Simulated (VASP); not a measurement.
Here is a VASP 6.6.1 calculation.

Contents of INCAR:

```
SYSTEM = InP
PREC = Accurate
ENCUT = 520
EDIFF = 1E-7
ISMEAR = 0
SIGMA = 0.02
LREAL = .FALSE.
LASPH = .TRUE.
NELM = 100
ALGO = Fast
ISIF = 2
LWAVE = .FALSE.
LCHARG = .FALSE.
GGA = PS
NBANDS = 16
```

File KPOINTS:

```
Automatic mesh
0
G
  10 10 10
  0 0 0
```

POSCAR

```
InP
1.0
    0.0000000000      2.9390910338      2.9390910338
    2.9390910338      0.0000000000      2.9390910338
    2.9390910338      2.9390910338      0.0000000000
In P
1 1
Direct
    0.0000000000      0.0000000000      0.0000000000
    0.2500000000      0.2500000000      0.2500000000
```

Potentials or basis: VASP PAW PBE potentials, release 64 (In_d, P).

Launch:

```sh
$ cat potpaw_PBE.64/In_d/POTCAR potpaw_PBE.64/P/POTCAR > POTCAR
$ mpirun -np 1 vasp_std > vasp.out
```

Q: What does it give for the band gap on the k mesh?

A: 0.57 eV, direct.

Q: Estimate the pressure.

A: 0.0 GPa.

Caveat: the PAW data sets were made with another functional, which shifts forces and pressure a little; spin-orbit coupling is left out, which moves the levels of the heavy elements.
